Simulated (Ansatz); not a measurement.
ZrC, 2 atoms in the cell. It takes space group F-43m (No. 216, cubic). Conventional cell: a = 5.091 Å, b = 5.091 Å, c = 5.091 Å, α = 90.00°, β = 90.00°, γ = 90.00°. Around Zr (site symmetry -43m) lie 4 C at 2.20 Å. C (site symmetry -43m) has 4 Zr at 2.20 Å as nearest neighbours. The cell was built by a generator and needn't be a form met in nature.

| Quantity | Value |
| --- | --- |
| Program | Ansatz 0.2.0 |
| Task | relaxation of cell and atoms |
| Functional | B3LYP |
| Potentials or basis | Ansatz PAW |
| Cutoff | 420 eV (not typed: the program's choice for these potentials) |
| k mesh | 5 × 5 × 5 |
| Occupations | fermi-dirac, width 0.05 eV |
| Spin | no spin polarisation |

Potentials or basis: Ansatz PAW.

Run with:

```sh
$ ansatz run input.yaml --threads 2 --pin off --max-ram 5632MiB --backend cpu --events-out ev --progress --plain --runs-dir out
```

Hardware: 2 threads of Intel(R) Xeon(R) Platinum 8259CL CPU @ 2.50GHz (Skylake/Cascade Lake), on a shared host.

**Question.** Estimate the wall time of this run.

**Answer.** Wall time 71 s on 2 threads of Intel(R) Xeon(R) Platinum 8259CL CPU @ 2.50GHz (Skylake/Cascade Lake), with other jobs on the host, peak memory 0.91 GiB. Counts: scf iterations 53, plane waves 645, k points 10, bands 12, ion steps 4.
